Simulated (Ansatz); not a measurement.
# TaN: stress in a strained cell

TaN is deformed so: equal xx and yy strain of +1 %. What stress and forces result, by LAPW, PAW and all-electron datasets made for the crystal?

Program: Ansatz 0.2.0. Level of theory: DFT PBEsol, scalar-relativistic. These are calculated values, not measurements.

## (1) The starting structure

Symmetry: Fm-3m, No. 225, cubic system. The conventional cell has a = 4.358 Å, b = 4.358 Å, c = 4.358 Å, α = 90.00°, β = 90.00°, γ = 90.00°. Ta (site symmetry m-3m) has 6 N at 2.18 Å as nearest neighbours. Around N (site symmetry m-3m) lie 6 Ta at 2.18 Å.

Structure file:

```
CELL_PARAMETERS angstrom
0.00000 2.17900 2.17900
2.17900 0.00000 2.17900
2.17900 2.17900 0.00000
ATOMIC_POSITIONS crystal
Ta 0.50000 0.50000 0.50000
N 0.00000 0.00000 0.00000
```

Atoms are numbered in the order of the input: Ta1, N2.

## (2) The deformed structure

Space group Fm-3m before, I4/mmm after.

## (3) All-electron LAPW

The input, input.yaml:

```yaml
crystal:
  lattice:
    - [0.0, 2.20079, 2.179]
    - [2.20079, 0.0, 2.179]
    - [2.20079, 2.20079, 0.0]
  atoms:
    - { symbol: Ta, position: [0.5, 0.5, 0.5] }
    - { symbol: "N", position: [0.0, 0.0, 0.0] }
kpoints:
  mp_grid: { grid: [9, 9, 9] }
  band_path:
    path:
      - [0.0, 0.0, 0.0]
      - [0.0, 0.5, 0.5]
      - [0.25, 0.75, 0.5]
      - [0.0, 0.5, 0.0]
      - [0.0, 0.0, 0.0]
      - [0.5, 0.5, 0.0]
      - [0.3775125, 0.6224875, 0.0]
      - [-0.3775125, 0.3775125, 0.0]
      - [0.0, 0.0, 0.0]
    npoints: 5
scf:
  occupations: { method: fermi_dirac, width: 0.02 }
hamiltonian:
  xc: pbesol
  pseudopotentials: { kind: all_electron, lapw: { basis_error: 0.0005 } }
output:
  forces: true
  stress: true
  eigenvalues: true
```

Started as:

```bash
$ ansatz run input.yaml --threads 1 --pin off --max-ram 3072MiB --backend cpu --events-out ev --progress --plain --runs-dir out
```

## (4) PAW on the default files

The input, input.yaml:

```yaml
crystal:
  lattice:
    - [0.0, 2.20079, 2.179]
    - [2.20079, 0.0, 2.179]
    - [2.20079, 2.20079, 0.0]
  atoms:
    - { symbol: Ta, position: [0.5, 0.5, 0.5] }
    - { symbol: "N", position: [0.0, 0.0, 0.0] }
kpoints:
  mp_grid: { grid: [9, 9, 9] }
scf:
  occupations: { method: fermi_dirac, width: 0.02 }
hamiltonian:
  xc: pbesol
  pseudopotentials: { kind: paw }
output:
  forces: true
  stress: true
  eigenvalues: true
  efg: { contact_densities: true }
```

## (5) All-electron PAW on datasets made for the crystal

input.yaml, as its differences from that of step 4:

```diff
@@ -14,3 +14,3 @@
   xc: pbesol
-  pseudopotentials: { kind: paw }
+  pseudopotentials: { kind: all_electron, datasets: crystal }
 output:
```

(Steps that only read results are left out.)

What does the calculation give? Wanted: pressure; largest shear or deviatoric stress.

The runs gave:

```
                                 quantity                                              value
                                 pressure  LAPW -2.72, PAW -2.74, crystal datasets -2.72 GPa
largest shear or deviatoric stress (LAPW)                                           4.78 GPa
```

What this shows: The largest part of the stress beyond the pressure is 4.78 GPa in size, in the zz component; the atoms are carried along and not relaxed. No run of the undeformed cell stands beside it, so the pressure holds what the given cell had before the change. PAW: stress within 0.05 GPa of LAPW. Crystal datasets: stress within 0.01 GPa of LAPW. Spin-orbit coupling is left out, though the cell holds Ta; in elements this heavy it can shift bands and gaps by tenths of an eV.
